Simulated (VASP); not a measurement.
**SnO: band structure with PBEsol+D3**

Crystal: SnO.

```
Sn O
1.0
     3.81370    0.00000    0.00000
     0.00000    3.81370    0.00000
     0.00000    0.00000    4.88691
Sn O
2 2
Cartesian
  1.9068 0.0000 3.7367
  0.0000 1.9068 1.1503
  0.0000 0.0000 0.0000
  1.9068 1.9068 0.0000
```

The cell is a database's computed one.

```yaml
Program: VASP 6.6.1
Task: band structure
Functional: PBEsol
Dispersion: D3
Potentials_or_basis: VASP PAW PBE potentials, release 64 (Sn_d, O)
Cutoff: 520 eV
k_mesh: 7 × 7 × 6
Occupations: gaussian, width 0.01 eV
Spin: no spin polarisation
Further_INCAR_settings: ALGO = Fast; EDIFF = 1.00e-06; ISYM = 0
```

- Band gap along the path: 0.12 eV, indirect (least direct gap 1.94 eV)
- Dispersion energy per atom: -0.101 eV

Levels at the corners of the path, in eV from the Fermi level:
```
point  band 16  band 17  band 18  band 19  band 20  band 21  band 22  band 23  band 24
    Γ    -6.38    -3.55    -3.26    -3.26    -0.11     1.89     4.07     4.64     4.64
    X    -5.11    -4.95    -4.95    -2.75    -2.75     3.01     3.01     5.78     5.81
    M    -5.24    -2.59    -2.59    -1.95    -1.95     0.03     0.03     4.28     4.28
    Γ    -6.38    -3.55    -3.26    -3.26    -0.11     1.89     4.07     4.64     4.64
    Z    -3.62    -3.31    -3.28    -3.28    -2.28     1.47     2.90     2.90     3.56
    R    -5.56    -4.91    -4.91    -1.80    -1.80     2.41     2.41     5.34     5.34
    A    -5.66    -2.72    -2.72    -2.59    -2.59     2.28     2.28     3.81     3.81
    Z    -3.62    -3.31    -3.28    -3.28    -2.28     1.47     2.90     2.90     3.56
    X    -5.11    -4.95    -4.95    -2.75    -2.75     3.01     3.01     5.76     5.81
    R    -5.56    -4.91    -4.91    -1.80    -1.80     2.41     2.41     5.34     5.34
    M    -5.24    -2.59    -2.59    -1.95    -1.95     0.03     0.03     4.28     4.28
    A    -5.66    -2.72    -2.72    -2.59    -2.59     2.28     2.28     3.81     3.81
```

Wall time 100 s on 1 thread of Intel(R) Xeon(R) Platinum 8488C (Sapphire Rapids), on a shared host, peak memory 0.23 GiB.

Caveat: the log is that of the step along the path at fixed density, whose energy, stress, charges and moments have no meaning; spin-orbit coupling is left out, which moves the levels of the heavy elements.
